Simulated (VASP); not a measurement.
# BN: relaxed cell and band gap, by functional

BN, F-43m (no. 216), 2 atoms in the cell.

| Functional | Volume (Å³/atom) | Change from the starting volume (fraction) | Gap, path and mesh (eV) | Time (s) |
|---|---|---|---|---|
| B88 + LYP (libxc) | 6.06 | 0.016 | 4.84 | 36 |
| SOGGA11 (libxc) | 5.75 | -0.035 | 4.16 | 41 |
| HCTH/407 (libxc) | 5.92 | -0.006 | 4.74 | 31 |
| APBE (libxc) | 5.98 | 0.003 | 4.52 | 35 |
| RGE2 (libxc) | 5.93 | -0.005 | 4.23 | 32 |
| B86 with PBE correlation (libxc) | 6.00 | 0.007 | 4.50 | 41 |
| N12 (libxc) | 5.67 | -0.048 | 4.81 | 62 |
| LDA, PW92 (libxc) | 5.74 | -0.037 | 4.38 | 36 |

## Input of the first row

INCAR.step1:
```
ALGO = Normal ; EDIFF = 1E-7
EDIFFG = -0.005 ; ENCUT = 600
GGA = LIBXC ; GGA_COMPAT = F
IBRION = 2 ; ISIF = 3
ISMEAR = 0 ; LASPH = T
LCHARG = F ; LIBXC1 = GGA_X_B88
LIBXC2 = GGA_C_LYP ; LREAL = F
LWAVE = F ; NELM = 150
NSW = 60 ; PREC = Accurate
SIGMA = 0.02
```

INCAR.step2, as INCAR.step1 but for:
```
- NSW = 60
+ NSW = 40
```

INCAR.step3, as INCAR.step2 but for:
```
- EDIFFG = -0.005
- IBRION = 2
- ISIF = 3
- NSW = 40
+ ISIF = 2
+ NBANDS = 11
```

KPOINTS:
```
k-points
0
Gamma
  10 10 10
```

KPOINTS_OPT:
```
path GXWKGLUWLK,UX
8
line-mode
reciprocal
 0.0000000000  0.0000000000  0.0000000000  G
 0.5000000000  0.0000000000  0.5000000000  X

 0.5000000000  0.0000000000  0.5000000000  X
 0.5000000000  0.2500000000  0.7500000000  W

 0.5000000000  0.2500000000  0.7500000000  W
 0.3750000000  0.3750000000  0.7500000000  K

 0.3750000000  0.3750000000  0.7500000000  K
 0.0000000000  0.0000000000  0.0000000000  G

 0.0000000000  0.0000000000  0.0000000000  G
 0.5000000000  0.5000000000  0.5000000000  L

 0.5000000000  0.5000000000  0.5000000000  L
 0.6250000000  0.2500000000  0.6250000000  U

 0.6250000000  0.2500000000  0.6250000000  U
 0.5000000000  0.2500000000  0.7500000000  W

 0.5000000000  0.2500000000  0.7500000000  W
 0.5000000000  0.5000000000  0.5000000000  L

 0.5000000000  0.5000000000  0.5000000000  L
 0.3750000000  0.3750000000  0.7500000000  K

 0.6250000000  0.2500000000  0.6250000000  U
 0.5000000000  0.0000000000  0.5000000000  X
```

POSCAR.step1:
```
BN
1.0
    0.0000000000      1.8130010000      1.8130010000
    1.8130010000      0.0000000000      1.8130010000
    1.8130010000      1.8130010000      0.0000000000
N B
1 1
Direct
    0.2500000000      0.2500000000      0.2500000000
    0.0000000000      0.0000000000      0.0000000000
```

Commands (each step's output is kept before the next begins):
```
cat potpaw_PBE.64/N/POTCAR potpaw_PBE.64/B/POTCAR > POTCAR
cp INCAR.step1 INCAR
cp POSCAR.step1 POSCAR
mpirun -np 1 vasp_std > vasp.out
cp CONTCAR POSCAR
rm WAVECAR CHG
cp INCAR.step2 INCAR
mpirun -np 1 vasp_std > vasp.out
cp CONTCAR POSCAR
rm WAVECAR CHG
cp INCAR.step3 INCAR
mpirun -np 1 vasp_std > vasp.out
```

Changes of the last row against the first:
```
(all steps)
- LIBXC1 = GGA_X_B88
- LIBXC2 = GGA_C_LYP
+ LIBXC1 = LDA_X
+ LIBXC2 = LDA_C_PW
- cat potpaw_PBE.64/N/POTCAR potpaw_PBE.64/B/POTCAR > POTCAR
+ cat potpaw_LDA.64/N/POTCAR potpaw_LDA.64/B/POTCAR > POTCAR
```

VASP 6.6.1 took 36 s on 1 core (Intel Xeon Platinum 8259CL @ 2.50GHz (Skylake/Cascade Lake)), a shared host.
